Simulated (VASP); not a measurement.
**Se under changes of volume**

One of the cells (22.645 Å³/atom); the others are scaled copies at fixed shape and fractional positions:

```
Se
1.0
     2.82918    0.00000    0.00000
     0.00000    2.82918    0.00000
     0.00000    0.00000    2.82918
Se
1
Cartesian
  0.0000 0.0000 0.0000
```

This isn't the form of Se at room conditions, which is trigonal, of chains.

```yaml
Program: VASP 6.6.1
Functional: r2SCAN
Potentials_or_basis: VASP PAW PBE potentials, release 64 (Se)
Cutoff: 520 eV
k_mesh: 9 × 9 × 9
Occupations: fermi-dirac, width 0.05 eV
Spin: no spin polarisation
```

```tsv
volume (Å³/atom)	energy over the lowest point (meV/atom)	pressure (GPa)
20.869	28.00	6.2
21.313	13.64	4.2
21.757	4.55	2.3
22.645	0.00	-0.7
23.089	?	?
23.533	11.01	-3.3
```

Problem. What does the run at 23.089 Å³/atom give?

Solution. Energy over the lowest point 3.74 meV/atom; pressure -2.1 GPa.

Worked out: A Birch-Murnaghan fit of order 3 (a polynomial in V^(-2/3)) to the other rows has its minimum at 22.43 Å³/atom with B0 = V·E''(V) = 74 GPa and B' = 4.0. It gives 3.75 meV/atom at 23.089 Å³/atom, against the run's 3.74, and -dE/dV = -2.0 GPa, against -2.1.

Energies are extrapolated to zero smearing.

Caveats: the PAW data sets were made with another functional, which shifts forces and pressure a little.
